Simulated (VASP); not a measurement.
Set up this calculation in VASP 6.6.1, as the native input.

| Property | Result |
| --- | --- |
| Task | relaxation of cell and atoms |
| Functional | PBE |
| Potentials or basis | VASP PAW PBE potentials, release 64 (Zr_sv, C) |
| Cutoff | 600 eV |
| k mesh | 16 × 16 × 16 |
| Occupations | gaussian, width 0.1 eV |
| Spin | no spin polarisation |
| Further INCAR settings | ALGO = Normal; EDIFF = 1e-07; IBRION = 2; EDIFFG = -0.004; NSW = 80; ISIF = 3 |

The structure of ZrC lies in POSCAR:

```
ZrC
1.0
    0.0000000000      2.3502110000      2.3502110000
    2.3502110000      0.0000000000      2.3502110000
    2.3502110000      2.3502110000      0.0000000000
Zr C
1 1
Direct
    0.5000000000      0.5000000000      0.5000000000
    0.0000000000      0.0000000000      0.0000000000
```

These files were run (other wordings do the same):

INCAR

```
SYSTEM = ZrC
PREC     = Accurate       ! precision mode
ENCUT    = 600            ! plane-wave cutoff, eV
EDIFF    = 1E-7           ! SCF threshold, eV
ISMEAR   = 0              ! smearing method
SIGMA    = 0.1            ! smearing width, eV
LREAL    = .False.        ! projectors in reciprocal space
LASPH    = .True.         ! aspherical terms in the spheres
NELM     = 60             ! most SCF steps
ALGO     = Normal         ! electronic algorithm
ISIF     = 3              ! what is computed and relaxed
LWAVE    = .False.        ! write WAVECAR
LCHARG   = .False.        ! write CHGCAR
GGA      = PE             ! functional
IBRION   = 2              ! ionic algorithm
NSW      = 80             ! ionic steps
EDIFFG   = -0.004         ! ionic threshold
```

KPOINTS

```
Automatic mesh
0
Gamma
  16 16 16
  0 0 0
```

Potentials or basis: VASP PAW PBE potentials, release 64 (Zr_sv, C).

Launch:

```console
$ cat potpaw_PBE.64/Zr_sv/POTCAR potpaw_PBE.64/C/POTCAR > POTCAR
$ mpirun -np 1 vasp_std > vasp.out
```

It gave:

- Relaxed volume: 13.06 Å³/atom
- Relaxed cell: a = 3.330 Å, b = 3.330 Å, c = 3.330 Å, α = 60.00°, β = 60.00°, γ = 60.00°
- Space group after relaxing (to 0.05 Å): Fm-3m (No. 225)
- Energy gained by relaxing: 0.3 meV/atom
- Ionic steps: 3
- Pressure after relaxing: 0.0 GPa
- Band gap on the k mesh: none (metal or under the smearing width)

Run time: 57 s on 1 thread of Intel(R) Xeon(R) 6975P-C (Granite Rapids), on a shared host, peak memory 0.21 GiB.
